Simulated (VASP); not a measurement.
A run of VASP 6.6.1 is set up as follows.

File INCAR:

```
PREC = Accurate
ENCUT = 600
EDIFF = 1E-7
ISMEAR = -1
SIGMA = 0.05
LREAL = F
LASPH = T
NELM = 80
ALGO = Normal
ISIF = 3
LWAVE = F
LCHARG = F
GGA = CA
IBRION = 2
NSW = 60
EDIFFG = -0.005
```

The input KPOINTS:

```
Automatic mesh
0
Gamma
  7 7 7
```

The input POSCAR:

```
TePb
1.0
    0.0000000000      3.2310000000      3.2310000000
    3.2310000000      0.0000000000      3.2310000000
    3.2310000000      3.2310000000      0.0000000000
Pb Te
1 1
Direct
    0.0000000000      0.0000000000      0.0000000000
    0.5000000000      0.5000000000      0.5000000000
```

Potentials or basis: VASP PAW LDA potentials, release 64 (Pb_d, Te).

Launch:

```bash
$ cat potpaw_LDA.64/Pb_d/POTCAR potpaw_LDA.64/Te/POTCAR > POTCAR
$ mpirun -np 1 vasp_std > vasp.out
```

**Question.** Predict the relaxed volume.

**Answer.** 32.52 Å³/atom.

**Question.** Estimate the relaxed cell.

**Answer.** a = 4.514 Å, b = 4.514 Å, c = 4.514 Å, α = 60.00°, β = 60.00°, γ = 60.00°.

Final structure:
```
Pb Te
1.0
     0.00000    3.19204    3.19204
     3.19204    0.00000    3.19204
     3.19204    3.19204    0.00000
Pb Te
1 1
Cartesian
  0.0000 0.0000 0.0000
  3.1920 3.1920 3.1920
```

 LDA usually gives volumes a few per cent too small.
